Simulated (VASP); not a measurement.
Input of a VASP 6.6.1 run:

Contents of POSCAR:

```
PbS
1.0
    0.0000000000      2.9657500000      2.9657500000
    2.9657500000      0.0000000000      2.9657500000
    2.9657500000      2.9657500000      0.0000000000
Pb S
1 1
Direct
    0.0000000000      0.0000000000      0.0000000000
    0.5000000000      0.5000000000      0.5000000000
```

The input INCAR.step1:

```
PREC = Accurate ; ENCUT = 520
EDIFF = 1E-5 ; ISMEAR = 0
SIGMA = 0.02 ; LREAL = False
LASPH = True ; NELM = 100
ALGO = Normal ; ISIF = 2
LWAVE = True ; LCHARG = False
GGA = PE
```

Contents of INCAR.step2:

```
PREC = Accurate ; ENCUT = 520
EDIFF = 1E-7 ; ISMEAR = 0
SIGMA = 0.02 ; LREAL = False
LASPH = True ; NELM = 100
ALGO = Normal ; ISIF = 2
LWAVE = False ; LCHARG = False
METAGGA = MBJ ; ISTART = 1
```

File KPOINTS:

```
Automatic mesh
0
Gamma
  8 8 8
```

KPOINTS_OPT

```
path GXWKGLUWLK,UX
10
line-mode
reciprocal
 0.0000000000  0.0000000000  0.0000000000  G
 0.5000000000  0.0000000000  0.5000000000  X

 0.5000000000  0.0000000000  0.5000000000  X
 0.5000000000  0.2500000000  0.7500000000  W

 0.5000000000  0.2500000000  0.7500000000  W
 0.3750000000  0.3750000000  0.7500000000  K

 0.3750000000  0.3750000000  0.7500000000  K
 0.0000000000  0.0000000000  0.0000000000  G

 0.0000000000  0.0000000000  0.0000000000  G
 0.5000000000  0.5000000000  0.5000000000  L

 0.5000000000  0.5000000000  0.5000000000  L
 0.6250000000  0.2500000000  0.6250000000  U

 0.6250000000  0.2500000000  0.6250000000  U
 0.5000000000  0.2500000000  0.7500000000  W

 0.5000000000  0.2500000000  0.7500000000  W
 0.5000000000  0.5000000000  0.5000000000  L

 0.5000000000  0.5000000000  0.5000000000  L
 0.3750000000  0.3750000000  0.7500000000  K

 0.6250000000  0.2500000000  0.6250000000  U
 0.5000000000  0.0000000000  0.5000000000  X
```

Potentials or basis: VASP PAW PBE potentials, release 64 (Pb_d, S).

The run is started by

```bash
$ cat potpaw_PBE.64/Pb_d/POTCAR potpaw_PBE.64/S/POTCAR > POTCAR
$ cp INCAR.step1 INCAR
$ mpirun -np 1 vasp_std > vasp.out
$ cp INCAR.step2 INCAR
$ mpirun -np 1 vasp_std > vasp.out
```

Q: What does it give for the band gap on the k mesh?

A: 1.08 eV, direct.

Q: What does it give for the band gap along the path?

A: 1.08 eV, direct.

Levels at the corners of the path, in eV from the valence-band top:
```
point  band 8  band 9  band 10  band 11  band 12  band 13
    Γ   -2.37   -2.37    -2.37     5.72     5.72     5.72
    X   -5.06   -3.50    -3.50     4.57     6.06     6.15
    X   -5.06   -3.50    -3.50     4.57     6.06     6.15
    W   -4.36   -4.36    -1.18     2.73     5.16     5.16
    W   -4.36   -4.36    -1.18     2.73     5.16     5.16
    K   -4.67   -3.03    -2.42     3.81     4.52     5.52
    K   -4.67   -3.03    -2.42     3.81     4.52     5.52
    Γ   -2.37   -2.37    -2.37     5.72     5.72     5.72
    Γ   -2.37   -2.37    -2.37     5.72     5.72     5.72
    L   -2.00   -2.00     0.00     1.08     2.43     2.43
    L   -2.00   -2.00     0.00     1.08     2.43     2.43
    U   -4.67   -3.03    -2.42     3.81     4.52     5.52
    U   -4.67   -3.03    -2.42     3.81     4.52     5.52
    W   -4.36   -4.36    -1.18     2.73     5.16     5.16
    W   -4.36   -4.36    -1.18     2.73     5.16     5.16
    L   -2.00   -2.00     0.00     1.08     2.43     2.43
    L   -2.00   -2.00     0.00     1.08     2.43     2.43
    K   -4.67   -3.03    -2.42     3.81     4.52     5.52
    U   -4.67   -3.03    -2.42     3.81     4.52     5.52
    X   -5.06   -3.50    -3.50     4.57     6.06     6.15
```

Caveat: spin-orbit coupling is left out, which as a rule narrows the gap of such compounds by several tenths of an eV.
